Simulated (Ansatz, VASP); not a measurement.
# RbH2: VASP beside Ansatz

```xyz
9
Lattice="7.2665 0.0000 0.0000 -3.6333 6.2930 0.0000 0.0000 0.0000 7.1204" Properties=species:S:1:pos:R:3 pbc="T T T"
Rb    2.2443    0.0000    2.3735
Rb   -1.1221    1.9436    4.7470
Rb    2.5111    4.3494    0.0000
H     1.6938    3.4461    3.2779
H     3.4353   -0.2561    5.6514
H     5.7707    3.1031    8.0248
H     2.1375    3.1899    3.8425
H    -1.9395    2.8470    1.4691
H    -0.1980    6.5492   -0.9044
```

Alike in both runs: functional PBE; k mesh 3 × 3 × 4; occupations gaussian, width 0.1 eV; no spin polarisation.

Ansatz relaxed the structure, and its values are those at the end. VASP's run is a single point on that final structure, the one shown.

```csv
,VASP,Ansatz
version,VASP 6.6.1,Ansatz 0.2.0
potentials or method,"VASP PAW PBE potentials, release 64 (Rb_sv, H)","scalar-relativistic, plane waves, PAW"
plane-wave cutoff (eV),520,420
valence electrons in the cell,33,33
```

VASP gave:

- gap on the k mesh at the Fermi level (eV): none
- pressure (GPa): 0.2
- rms of the force components (eV/Å): 0.007

Question: Which values does Ansatz return?

Answer: gap on the k mesh at the Fermi level (eV): none; pressure (GPa): 0.3; rms of the force components (eV/Å): 0.003.

A gap of «none» marks a metal or a gap that the smearing closes.
